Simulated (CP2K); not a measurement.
## W under changes of volume

One of the cells (15.848 Å³/atom); the others are scaled copies at fixed shape and fractional positions:

```
CELL_PARAMETERS angstrom
2.74070 0.00000 0.00000
-0.91357 2.58396 0.00000
-0.91357 -1.29198 2.23777
ATOMIC_POSITIONS crystal
W 0.00000 0.00000 0.00000
```

- Program: CP2K 2026.2
- Functional: PBEsol
- Potentials or basis: POTENTIAL_UZH W GTH-PBE-q14; TZVP-MOLOPT-PBE-GTH basis
- Density cutoff: 6123 eV
- k mesh: 12 × 12 × 12
- Occupations: fermi-dirac, width 0.05 eV
- Spin: no spin polarisation

```tsv
volume (Å³/atom)	energy over the lowest point (meV/atom)	pressure (GPa)
14.897	?	?
15.214	13.10	10.1
15.531	0.00	3.1
15.848	0.18	-3.4
16.165	12.45	-9.2
16.482	35.78	-14.5
16.798	69.14	-19.3
```

Problem. What does the run at 14.897 Å³/atom give?

Solution. Energy over the lowest point 40.79 meV/atom; pressure 17.9 GPa.

Worked out: A Birch-Murnaghan fit of order 3 (a polynomial in V^(-2/3)) to the other rows has its minimum at 15.68 Å³/atom with B0 = V·E''(V) = 317 GPa and B' = 3.5. It gives 40.69 meV/atom at 14.897 Å³/atom, against the run's 40.79, and -dE/dV = 17.8 GPa, against 17.9.

Energies are extrapolated to zero smearing.

Caveats: the potentials were made for another functional, which shifts forces and pressure; the basis of atomic orbitals isn't converged, which shifts pressures, moduli and gaps.
